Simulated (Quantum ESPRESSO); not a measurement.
The system is TaN.

```
Ta N
1.0
     0.00000    2.21132    2.21132
     2.21132    0.00000    2.21132
     2.21132    2.21132    0.00000
Ta N
1 1
Direct
  0.50000 0.50000 0.50000
  0.00000 0.00000 0.00000
```

The cell comes from a database or a generator and needn't be the stable form of this composition.

Base run:

```yaml
Program: Quantum ESPRESSO 7.5
Functional: LDA
Potentials_or_basis: PseudoDojo 0.4.1 SR LDA standard
Cutoff: 1143 eV
Density_cutoff: 4572 eV
k_mesh: 10 × 10 × 10
Occupations: fermi-dirac, width 0.05 eV
Spin: no spin polarisation
```

Its results: band gap on the k mesh none (metal or under the smearing width); pressure -19.6 GPa.

Task: The run is repeated on the same cell with these changes: functional from LDA to PBE; potentials or basis from PseudoDojo 0.4.1 SR LDA standard to PseudoDojo 0.4.1 SR PBE standard. What comes out?

Result: Band gap on the k mesh none (metal or under the smearing width); pressure -1.6 GPa.

Caveats: spin-orbit coupling is left out, which moves the levels of the heavy elements; so large a pressure means that the cell lies far from this level's equilibrium, or that cutoff or potentials fall short (some runs).
